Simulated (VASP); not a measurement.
# Cd2S (P3m1) in VASP: notebook

One crystal, Cd2S, is run at these levels: LDA; tasks: equation of state.

Everything below comes from runs of VASP 6.6.1. Logs are shortened: lines on timing, memory, paths and dates and some standing lists are left out, and cuts for length are marked.

## Step 1: The structure

It takes space group P3m1 (No. 156, trigonal). The conventional cell has a = 3.804 Å, b = 3.804 Å, c = 5.618 Å, α = 90.00°, β = 90.00°, γ = 120.00°. Cd (site symmetry 3m) has 1 S at 2.44 Å as nearest neighbours. Cd (site symmetry 3m) is surrounded by 3 S at 2.53 Å. S (site symmetry 3m) has 4 Cd at 2.44 to 2.53 Å as nearest neighbours.

The cell comes from a database or a generator and needn't be the stable form of this composition.

## Step 2: Equation of state, LDA, 22.53 Å³/atom (a relaxed cell with its volume scaled by 0.96)

The input, INCAR:

```
SYSTEM = Cd2S
PREC = Accurate
ENCUT = 520
EDIFF = 1E-6
ISMEAR = 0
SIGMA = 0.02
LREAL = .False.
LASPH = .True.
NELM = 60
ALGO = Fast
ISIF = 2
LWAVE = .False.
LCHARG = .False.
```

The input, KPOINTS:

```
regular mesh
0
Gamma
  8 8 4
  0 0 0
```

The input, POSCAR:

```
Cd2S                                    
1.0
    3.7526350917      0.0000000000     -0.0000000000
   -1.8763175458      3.2498773206      0.0000000000
   -0.0000000000      0.0000000000      5.5416307238
  Cd              S             
     2     1
Direct
     0.3333333332999970    0.6666666667000030    0.9282133499149671
     0.6666666667000030    0.3333333332999970    0.5857739381352777
     0.3333333332999970    0.6666666667000030    0.3631697119497522
```

Potentials or basis: VASP PAW LDA potentials, release 64 (Cd, S).

Started as:

```
$ cat potpaw_LDA.64/Cd/POTCAR potpaw_LDA.64/S/POTCAR > POTCAR
$ mpirun -np 1 vasp_std > vasp.out
```

OUTCAR:

```text
SYSTEM = Cd2S
   PREC = Accurate
   ENCUT = 520
   EDIFF = 1E-6
   ISMEAR = 0
   LREAL = .False.
   LASPH = .True.
   NELM = 60
   ISIF = 2

 ion  position               nearest neighbor table
   1  0.333  0.667  0.928-   3 2.41   2 2.88   2 2.88   2 2.88   3 3.13
   2  0.667  0.333  0.586-   3 2.49   3 2.49   3 2.49   1 2.88   1 2.88   1 2.88
   3  0.333  0.667  0.363-   1 2.41   2 2.49   2 2.49   2 2.49   1 3.13

  LATTYP: Found a hexagonal cell.
 ALAT       =     3.7526350917
 C/A-ratio  =     1.4767305076

  Lattice vectors:

 A1 = (   3.7526350917,   0.0000000000,   0.0000000000)
 A2 = (  -1.8763175458,   3.2498773206,   0.0000000000)
 A3 = (   0.0000000000,   0.0000000000,   5.5416307238)

Analysis of symmetry for initial positions (statically):
=====================================================================
 Subroutine PRICEL returns:
 Original cell was already a primitive cell.

 Routine SETGRP: Setting up the symmetry group for a
 hexagonal supercell.

 Subroutine GETGRP returns: Found  6 space group operations
 (whereof  6 operations were pure point group operations)
 out of a pool of 24 trial point group operations.

The static configuration has the point symmetry C_3v.

Analysis of symmetry for dynamics (positions and initial velocities):
=====================================================================
 Subroutine PRICEL returns:
 Original cell was already a primitive cell.

 Routine SETGRP: Setting up the symmetry group for a
 hexagonal supercell.

 Subroutine GETGRP returns: Found  6 space group operations
 (whereof  6 operations were pure point group operations)
 out of a pool of 24 trial point group operations.

The dynamic configuration has the point symmetry C_3v.

 Subroutine INISYM returns: Found  6 space group operations
 (whereof  6 operations are pure point group operations),
 and found     1 'primitive' translations

----------------------------------------------------------------------------------------

                                     Primitive cell

  volume of cell :      67.5835

  direct lattice vectors                    reciprocal lattice vectors
     3.752635092  0.000000000  0.000000000     0.266479414  0.153851961  0.000000000
    -1.876317546  3.249877321  0.000000000     0.000000000  0.307703923  0.000000000
     0.000000000  0.000000000  5.541630724     0.000000000  0.000000000  0.180452298

  length of vectors
     3.752635092  3.752635092  5.541630724     0.307703923  0.307703923  0.180452298

  position of ions in fractional coordinates (direct lattice)
     0.333333333  0.666666667  0.928213350
     0.666666667  0.333333333  0.585773938
     0.333333333  0.666666667  0.363169712

  ion indices of the primitive-cell ions
   primitive index   ion index
                 1           1
                 2           2
                 3           3

----------------------------------------------------------------------------------------

 KPOINTS: regular mesh

Automatic generation of k-mesh.
 Grid dimensions read from file:
 generate k-points for:    8    8    4

 Generating k-lattice:

  Cartesian coordinates                     Fractional coordinates (reciprocal lattice)
     0.033309927  0.019231495  0.000000000     0.125000000 -0.000000000  0.000000000
     0.000000000  0.038462990  0.000000000     0.000000000  0.125000000  0.000000000
     0.000000000  0.000000000  0.045113075     0.000000000  0.000000000  0.250000000

  Length of vectors
     0.038462990  0.038462990  0.045113075

  Shift w.r.t. Gamma in fractional coordinates (k-lattice)
     0.000000000  0.000000000  0.000000000

 Subroutine IBZKPT returns following result:
 ===========================================

 Found     35 irreducible k-points:

 Following reciprocal coordinates:
            Coordinates               Weight
  0.000000  0.000000  0.000000      1.000000
  0.125000  0.000000  0.000000      6.000000
  0.250000  0.000000  0.000000      6.000000
  0.375000  0.000000  0.000000      6.000000
  0.500000  0.000000  0.000000      3.000000
  0.125000  0.125000  0.000000      6.000000
[... 16 lines left out ...]
 -0.125000  0.500000  0.250000     12.000000
  0.250000  0.250000  0.250000     12.000000
 [... further k-points ...]
   k-points           NKPTS =     35   k-points in BZ     NKDIM =     35   number of bands    NBANDS=     19
   number of dos      NEDOS =    301   number of ions     NIONS =      3
   total plane-waves  NPLWV =  32928
   dimension x,y,z NGX =    28 NGY =   28 NGZ =   42
   dimension x,y,z NGXF=    56 NGYF=   56 NGZF=   84
   ions per type =               2   1
   NGX,Y,Z   is equivalent  to a cutoff of  12.40, 12.40, 12.60 a.u.
   NGXF,Y,Z  is equivalent  to a cutoff of  24.81, 24.81, 25.20 a.u.
 SYSTEM =  Cd2S
   PREC   = accura    normal or accurate (medium, high low for compatibility)
   ISTART =      0    job   : 0-new  1-cont  2-samecut
   ICHARG =      2    charge: 1-file 2-atom 10-const
   ISPIN  =      1    spin polarized calculation?
   LNONCOLLINEAR =      F non collinear calculations
   LSORBIT =      F    spin-orbit coupling
   LASPH  =      T    aspherical Exc in radial PAW
   ENCUT  =  520.0 eV  38.22 Ry    6.18 a.u.   6.98  6.98 10.30*2*pi/ulx,y,z
   NELM   =     60;   NELMIN=  2; NELMDL= -5     # of ELM steps
   EDIFF  = 0.1E-05   stopping-criterion for ELM
   LREAL  =      F    real-space projection
   EDIFFG = 0.1E-04   stopping-criterion for IOM
   NSW    =      0    number of steps for IOM
   IBRION =     -1    ionic relax: 0-MD 1-quasi-New 2-CG
   NFREE  =      0    steps in history (QN), initial steepest desc. (CG)
   ISIF   =      2    stress and relaxation
   ISYM   =      2    0-nonsym 1-usesym 2-fastsym
   POTIM  = 0.5000    time-step for ionic-motion
   TEBEG  =    0.0;   TEEND  =   0.0 temperature during run
   PSTRESS=    0.0 pullay stress
   NELECT =      30.0000    total number of electrons
   NUPDOWN=      -1.0000    fix difference up-down
   EMIN   =  10.00;   EMAX   =-10.00  energy-range for DOS
   EFERMI =   0.00;   METHOD = LEGACY
   ISMEAR =     0;   SIGMA  =   0.02  broadening in eV -4-tet -1-fermi 0-gaus
   EFERMI_NEDOS =   21; number of points for ismear=-14 and -15
   IALGO  =     68    algorithm
   IMIX   =      4    mixing-type and parameters
     AMIX     =   0.40;   BMIX     =  1.00
     AMIX_MAG =   1.60;   BMIX_MAG =  1.00
  volume/ion in A,a.u.               =      22.53       152.03
  Fermi-wavevector in a.u.,A,eV,Ry     =   1.248825  2.359937 21.219158  1.559564
  Thomas-Fermi vector in A             =   2.382894
   LORBIT       =      0    0 simple, 1 ext, 2 COOP (PROOUT), +10 PAW based schemes
   GGA     = CA    functional components
   LHFCALC =     F    Hartree Fock is set to
   AEXX    =    0.0000 exact exchange contribution
   IVDW    =     0    specifies the selected vdW correction
   LEPSILON=     F    determine dielectric tensor
   LRPA    =     F    only Hartree local field effects (RPA)
 non-spin polarized calculation
 RMM-DIIS sequential band-by-band and
 Gauss-broadening in eV      SIGMA  =   0.02
  energy-cutoff  :      520.00
  volume of cell :       67.58
 maximum number of plane-waves:      1842
   NGX = 13   NGY = 13   NGZ = 21

 number of electron      30.0000001 magnetization

 Free energy of the ion-electron system (eV)
  ---------------------------------------------------
  ext. energy  EPLUGINS =         0.00000000
  ---------------------------------------------------
  free energy    TOTEN  =        -8.16847881 eV

  energy without entropy =       -8.16847881  energy(sigma->0) =       -8.16847881

 E-fermi :   2.3310     XC(G=0): -10.4170

 val. band max:        2.1904965050   @ k =   0.1250   0.1250   0.5000
 cond. band min:       2.6145055379   @ k =   0.5000   0.0000   0.2500
 fundamental gap:      0.4240090330
 Fermi energy:         2.3309625868

 k-point     1 :       0.0000    0.0000    0.0000
  band No.  band energies     occupation
      1     -11.0829      2.00000
      2      -6.5425      2.00000
      3      -6.5425      2.00000
      4      -6.4379      2.00000
      5      -6.4379      2.00000
      6      -6.3604      2.00000
[... 11 lines left out ...]
     18       9.4132      0.00000
     19       9.4132      0.00000

 k-point     2 :       0.1250    0.0000    0.0000
  band No.  band energies     occupation
      1     -11.0082      2.00000
      2      -6.5518      2.00000
      3      -6.5384      2.00000
      4      -6.4401      2.00000
      5      -6.3885      2.00000
      6      -6.2896      2.00000
[... 11 lines left out ...]
     18       8.4270      0.00000
     19       9.3947      0.00000

 k-point     3 :       0.2500    0.0000    0.0000
  band No.  band energies     occupation
      1     -10.8247      2.00000
      2      -6.5570      2.00000
      3      -6.5440      2.00000
      4      -6.4305      2.00000
      5      -6.2547      2.00000
      6      -6.1662      2.00000
[... 11 lines left out ...]
     18       7.6796      0.00000
     19       9.0910      0.00000

 k-point     4 :       0.3750    0.0000    0.0000
  band No.  band energies     occupation
      1     -10.6381      2.00000
      2      -6.5636      2.00000
      3      -6.5352      2.00000
      4      -6.4153      2.00000
      5      -6.1689      2.00000
      6      -6.0901      2.00000
[... 407 lines left out ...]
     18       7.1497      0.00000
     19       7.8817      0.00000

 k-point    23 :      -0.1250    0.5000    0.2500
  band No.  band energies     occupation
      1     -10.4836      2.00000
      2      -6.6450      2.00000
      3      -6.5840      2.00000
      4      -6.3563      2.00000
      5      -6.3110      2.00000
      6      -6.0838      2.00000
[... 11 lines left out ...]
     18       7.1603      0.00000
     19       7.5940      0.00000

 k-point    24 :       0.2500    0.2500    0.2500
  band No.  band energies     occupation
      1     -10.4850      2.00000
      2      -6.6256      2.00000
      3      -6.6116      2.00000
      4      -6.3307      2.00000
      5      -6.2988      2.00000
      6      -6.0929      2.00000
[... 11 lines left out ...]
     18       7.4954      0.00000
     19       8.5553      0.00000

 [... further k-points ...]

------------------------ aborting loop because EDIFF is reached ----------------------------------------

  FORCE on cell =-STRESS in cart. coord.  units (eV):
  Direction    XX          YY          ZZ          XY          YZ          ZX
  --------------------------------------------------------------------------------------
  -------------------------------------------------------------------------------------
  Total        1.0016346      1.0016346      1.6111823      0.0000000     -0.0000000      0.0000000
  in kB       23.7453748     23.7453748     38.1956922      0.0000000     -0.0000000      0.0000000
  external PRESSURE =      28.5621473 kB  Pullay stress =       0.0000000 kB

 VOLUME and BASIS-vectors are now :
 -----------------------------------------------------------------------------
  energy-cutoff  :      520.00
  volume of cell :       67.58
      direct lattice vectors                 reciprocal lattice vectors
     3.752635092  0.000000000  0.000000000     0.266479414  0.153851961  0.000000000
    -1.876317546  3.249877321  0.000000000     0.000000000  0.307703923  0.000000000
     0.000000000  0.000000000  5.541630724     0.000000000  0.000000000  0.180452298

 POSITION                                       TOTAL-FORCE (eV/Angst)
 -----------------------------------------------------------------------------------
     -0.00000      2.16658      5.14382         0.000000      0.000000     -0.058654
      1.87632      1.08329      3.24614        -0.000000      0.000000      0.163211
     -0.00000      2.16658      2.01255        -0.000000     -0.000000     -0.104557
 -----------------------------------------------------------------------------------
    total drift:                               -0.000000     -0.000000      0.000110

  FREE ENERGIE OF THE ION-ELECTRON SYSTEM (eV)
  ---------------------------------------------------
  free  energy   TOTEN  =        -8.1684788069 eV

  energy  without entropy=       -8.1684788069  energy(sigma->0) =       -8.16847881
```

Wall time 34 s (1 thread of Intel Xeon Platinum 8488C (Sapphire Rapids), shared host); peak memory 0.17 GiB.

What came out:

- Free energy: -8.1685 eV
- Pressure: 2.9 GPa
- Largest force: 0.163 eV/Å
- Band gap on the k mesh: 0.42 eV, indirect (least direct gap 1.07 eV)

## Step 3: Equation of state, LDA, 23.00 Å³/atom (a relaxed cell with its volume scaled by 0.98)

INCAR is that of step 2.

KPOINTS is that of step 2.

The input, POSCAR:

```
Cd2S                                    
1.0
    3.7785161516      0.0000000000     -0.0000000000
   -1.8892580758      3.2722909759      0.0000000000
   -0.0000000000      0.0000000000      5.5798500744
  Cd              S             
     2     1
Direct
     0.3333333332999970    0.6666666667000030    0.9282133499149671
     0.6666666667000030    0.3333333332999970    0.5857739381352777
     0.3333333332999970    0.6666666667000030    0.3631697119497522
```

Potentials or basis: VASP PAW LDA potentials, release 64 (Cd, S).

Started as:

```
$ cat potpaw_LDA.64/Cd/POTCAR potpaw_LDA.64/S/POTCAR > POTCAR
$ mpirun -np 1 vasp_std > vasp.out
```

It took 36 s on 1 thread of Intel Xeon Platinum 8488C (Sapphire Rapids), shared host; peak memory 0.17 GiB.

The run converged. Its results:

| Item | Value |
| --- | --- |
| Free energy | -8.1870 eV |
| Pressure | 1.4 GPa |
| Largest force | 0.077 eV/Å |
| Band gap on the k mesh | 0.40 eV, indirect (least direct gap 1.01 eV) |

## Step 4: Equation of state, LDA, 23.47 Å³/atom

INCAR is that of step 3.

KPOINTS is that of step 3.

The input, POSCAR:

```
Cd2S                                    
1.0
    3.8040474406      0.0000000000     -0.0000000000
   -1.9020237203      3.2944017208      0.0000000000
   -0.0000000000      0.0000000000      5.6175529078
  Cd              S             
     2     1
Direct
     0.3333333332999970    0.6666666667000030    0.9282133499149671
     0.6666666667000030    0.3333333332999970    0.5857739381352777
     0.3333333332999970    0.6666666667000030    0.3631697119497522
```

Started as:

```
$ cat potpaw_LDA.64/Cd/POTCAR potpaw_LDA.64/S/POTCAR > POTCAR
$ mpirun -np 1 vasp_std > vasp.out
```

Wall time 34 s (1 thread of Intel Xeon Platinum 8488C (Sapphire Rapids), shared host); peak memory 0.17 GiB.

It converged, with:

- Free energy: -8.1934 eV
- Pressure: 0.1 GPa
- Largest force: 0.011 eV/Å
- Band gap on the k mesh: 0.39 eV, indirect (least direct gap 0.96 eV)

## Step 5: Equation of state, LDA, 23.94 Å³/atom (a relaxed cell with its volume scaled by 1.02)

INCAR is that of step 4.

KPOINTS is that of step 4.

The input, POSCAR:

```
Cd2S                                    
1.0
    3.8292405419      0.0000000000     -0.0000000000
   -1.9146202710      3.3162195865      0.0000000000
   -0.0000000000      0.0000000000      5.6547563291
  Cd              S             
     2     1
Direct
     0.3333333332999970    0.6666666667000030    0.9282133499149671
     0.6666666667000030    0.3333333332999970    0.5857739381352777
     0.3333333332999970    0.6666666667000030    0.3631697119497522
```

Started as:

```
$ cat potpaw_LDA.64/Cd/POTCAR potpaw_LDA.64/S/POTCAR > POTCAR
$ mpirun -np 1 vasp_std > vasp.out
```

It took 36 s on 1 thread of Intel Xeon Platinum 8488C (Sapphire Rapids), shared host; peak memory 0.17 GiB.

It converged, with:

```yaml
Free_energy: -8.1890 eV
Pressure: -1.1 GPa
Largest_force: 0.079 eV/Å
Band_gap_on_the_k_mesh: 0.37 eV, indirect (least direct gap 0.90 eV)
```

## Step 6: Equation of state, LDA, 24.41 Å³/atom (a relaxed cell with its volume scaled by 1.04)

INCAR is that of step 5.

KPOINTS is that of step 5.

The input, POSCAR:

```
Cd2S                                    
1.0
    3.8541064370      0.0000000000     -0.0000000000
   -1.9270532185      3.3377540834      0.0000000000
   -0.0000000000      0.0000000000      5.6914765550
  Cd              S             
     2     1
Direct
     0.3333333332999970    0.6666666667000030    0.9282133499149671
     0.6666666667000030    0.3333333332999970    0.5857739381352777
     0.3333333332999970    0.6666666667000030    0.3631697119497522
```

Potentials or basis: VASP PAW LDA potentials, release 64 (Cd, S).

Started as:

```
$ cat potpaw_LDA.64/Cd/POTCAR potpaw_LDA.64/S/POTCAR > POTCAR
$ mpirun -np 1 vasp_std > vasp.out
```

Wall time 42 s (1 thread of Intel Xeon Platinum 8488C (Sapphire Rapids), shared host); peak memory 0.18 GiB.

It converged, with:

```
Free energy            : -8.1751 eV
Pressure               : -2.1 GPa
Largest force          : 0.150 eV/Å
Band gap on the k mesh : 0.36 eV, indirect (least direct gap 0.85 eV)
```

## Step 7: Equation of state, LDA

No new run: the results of the series are fitted here.

Results:

| Quantity | Value |
| --- | --- |
| Equilibrium volume | 23.50 Å³/atom |
| Bulk modulus at fixed shape and positions | 61 GPa |
| Pressure derivative of the bulk modulus | 5.0 (rough: it moves with the points fitted) |

Energy against volume, from the lowest point:
| volume (Å³/atom) | energy (meV/atom) |
| --- | --- |
| 22.528 | 8.31 |
| 22.997 | 2.13 |
| 23.467 | 0.00 |
| 23.936 | 1.47 |
| 24.405 | 6.12 |

Caveat: the cell was scaled at fixed shape and fractional positions, which overstates the stiffness of a crystal with free parameters, most of all of layers and chains.
